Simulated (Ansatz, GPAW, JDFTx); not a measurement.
## Ge: programs and potentials compared

```xyz
2
Lattice="-2.5745 2.5745 1.3974 2.5745 -2.5745 1.3974 2.5745 2.5745 -1.3974" Properties=species:S:1:pos:R:3 pbc="T T T"
Ge    0.0000    0.0000    1.3974
Ge    2.5745    0.0000    0.6987
```

This isn't the form of Ge at room conditions, which is diamond.

Alike in all runs: task single point; functional PBEsol; k mesh 11 × 11 × 11; occupations gaussian, width 0.02 eV; no spin polarisation; no spin-orbit coupling. Pressure is positive in compression and, in plane waves, holds the error of the finite cutoff.

```tsv
program and potentials	plane-wave cutoff (eV)	notes	pressure (GPa)
GPAW, PAW data sets generated for this functional	600	4 valence electrons an atom on average	-0.69
Ansatz, all-electron LAPW, scalar-relativistic	-	-	-0.55
JDFTx, PseudoDojo-SR-PBEsol-0.4.1-standard with smoothed tails	1061	14 valence electrons an atom on average	?
```

Task: Estimate from the other rows what the run with JDFTx, PseudoDojo-SR-PBEsol-0.4.1-standard with smoothed tails gave.

Result: Pressure -0.56 GPa. The other rows, which needn't bracket it: pressure -0.69 to -0.55.
